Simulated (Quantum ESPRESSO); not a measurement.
Crystal: TiO.

```
CELL_PARAMETERS angstrom
3.03100 0.00000 0.00000
-1.51550 2.62492 0.00000
0.00000 0.00000 3.23770
ATOMIC_POSITIONS crystal
Ti 0.66667 0.33333 0.00000
O 0.00000 0.00000 0.50000
```

Base run:

```yaml
Program: Quantum ESPRESSO 7.5
Functional: LDA
Potentials_or_basis: GBRV 1.5 LDA
Cutoff: 612 eV
Density_cutoff: 4898 eV
k_mesh: 10 × 10 × 8
Occupations: fermi-dirac, width 0.05 eV
Spin: no spin polarisation
```

Its results: band gap on the k mesh none (metal or under the smearing width); pressure -45.0 GPa.

Task: The run is repeated on the same cell with these changes: functional from LDA to PBEsol; potentials or basis from GBRV 1.5 LDA to GBRV 1.5 PBEsol. What comes out?

Result: Band gap on the k mesh none (metal or under the smearing width); pressure -40.4 GPa.

Caveats: a pressure of tens of GPa on the cell as given is suspect, and the run, the potentials or the cell itself is likely at fault; semilocal functionals often make such compounds metallic where correlation or magnetic order opens a gap, which also shifts bond lengths.
